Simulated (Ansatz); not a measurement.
## Vibrational response of ZrC

Method: Ansatz, DFT PBE, scalar-relativistic, plane waves, PAW. Cutoff 420 eV, 20×20×20 k-points (Γ-centred), Fermi-Dirac smearing of 0.15 eV. No spin polarisation. Phonons by linear response, acoustic sum rule imposed.

Equilibrium structure at this level:
```yaml
crystal:
  lattice:
    - [0.00000, 2.35451, 2.35451]
    - [2.35451, 0.00000, 2.35451]
    - [2.35451, 2.35451, 0.00000]
  atoms:
    - { symbol: Zr, position: [0.50000, 0.50000, 0.50000] }
    - { symbol: C, position: [0.00000, 0.00000, 0.00000] }
```

It was relaxed at this level from a measured cell (COD). In a metal, frequencies depend on the k mesh and the smearing, soft modes most.

Task: Is this structure stable against zone-centre distortions?

Result: Yes, at Γ: no optical mode is imaginary. Strains and other wave vectors aren't tested by this run.

Task: List the optical modes at Γ (i marks imaginary ones).

Result:
```csv
frequency (cm⁻¹),degeneracy
420,3
```
